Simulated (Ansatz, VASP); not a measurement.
**One calculation of C, two programs**

```
CELL_PARAMETERS angstrom
5.00269 0.00000 0.00000
-2.50135 4.33246 0.00000
0.00000 0.00000 1.26637
ATOMIC_POSITIONS crystal
C 0.00000 0.00000 0.00000
C 0.33333 0.66667 0.50000
C 0.66667 0.33333 0.50000
```

Alike in both runs: functional PBE; k mesh 11 × 11 × 16; occupations fermi-dirac, width 0.1 eV; no spin polarisation.

Ansatz relaxed the structure, and its values are those at the end. VASP's run is a single point on that final structure, the one shown.

|  | VASP | Ansatz |
| --- | --- | --- |
| version | VASP 6.6.1 | Ansatz 0.2.0 |
| potentials or method | VASP PAW PBE potentials, release 64 (C), cutoff 520 eV | all-electron LAPW, scalar-relativistic |

VASP gave:

```
pressure (GPa) : 21.1
```

Problem. Which values does Ansatz return?

Solution. Pressure (GPa): 21.0.

Ansatz ran all-electron here, so the differences hold the error of VASP's frozen core and of both bases.

Caveats: so large a pressure means that the cell lies far from this level's equilibrium, or that cutoff or potentials fall short (VASP).
